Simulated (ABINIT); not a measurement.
Write the native input for ABINIT 10.8.3 (patched build) that does the following.

```
Task                                            : band structure
Functional                                      : PBE
Potentials or basis                             : JTH PAW PBE v2.0 sp
Cutoff                                          : 408 eV
k mesh                                          : 9 × 9 × 9
Occupations                                     : fermi-dirac, width 0.05 eV
Spin                                            : spin-orbit coupling, no magnetisation
Fine-grid cutoff                                : 816.342 eV
Exchange and correlation inside the PAW spheres : full angular mesh (pawxcdev 0, this build's default; the released program takes 1)
```

Sn:

```xyz
2
Lattice="-2.9401 2.9401 1.5993 2.9401 -2.9401 1.5993 2.9401 2.9401 -1.5993" Properties=species:S:1:pos:R:3 pbc="T T T"
Sn    0.0000    0.0000    0.0000
Sn    0.0000    2.9401    0.7997
```

The input as run:

run.abi

```
# Datasets: ground state, then fixed potential
ndtset 2

# Pseudopotentials
pp_dirpath "./"
pseudos "Sn.GGA_PBE-JTH_sp.xml"

# Structure
acell 3*1.0 Angstrom
rprim
    -2.9401404553     2.9401404553     1.5993019889
     2.9401404553    -2.9401404553     1.5993019889
     2.9401404553     2.9401404553    -1.5993019889
ntypat 1
znucl 50
natom 2
typat 1 1
xred
     0.0000000000     0.0000000000     0.0000000000
     0.7500000000     0.2500000000     0.5000000000

# Plane-wave basis
ecut 15.0
pawecutdg 30.0

# Exchange and correlation
ixc 11

# Bands and occupations
occopt 3
tsmear 0.05 eV

# Spin
nspinor 2
nspden 1
pawspnorb 1

# SCF cycle
nstep 100

# Output
iomode 3
prtwf 0
prteig 0
prtebands 0
enunit 1
prtden1 1

# Dataset 1
kptopt1 4
ngkpt1 9 9 9
nshiftk1 1
shiftk1 0.0 0.0 0.0
nband1 16
tolvrs1 1.0e-9

# Dataset 2: bands along G-X-M-G-Z-P-N-Z1-M
iscf2 -2
getden2 1
nband2 24
nbdbuf2 2
tolwfr2 1.0e-12
kptopt2 -8
ndivsm2 5
prteig2 1
kptbounds2
     0.0000000000     0.0000000000     0.0000000000
     0.0000000000     0.0000000000     0.5000000000
    -0.5000000000     0.5000000000     0.5000000000
     0.0000000000     0.0000000000     0.0000000000
     0.3239715651     0.3239715651    -0.3239715651
     0.2500000000     0.2500000000     0.2500000000
     0.0000000000     0.5000000000     0.0000000000
    -0.3239715651     0.6760284349     0.3239715651
    -0.5000000000     0.5000000000     0.5000000000
```

Potentials or basis: JTH PAW PBE v2.0 sp.

Command:

```bash
$ abinit run.abi > log 2>&1
```

Results of the run:

```
Band gap on the k mesh                                : none (metal or under the smearing width)
Valence electrons inside the program's atomic spheres : Sn 2.42, 2.41 (radii [1.4296] Å)
```

Caveat: this set keeps more shells in the core, which shifts pressures and gaps.

It took 2.3 min on 1 thread of Arm Neoverse V1, with other jobs on the host, peak memory 0.18 GiB.
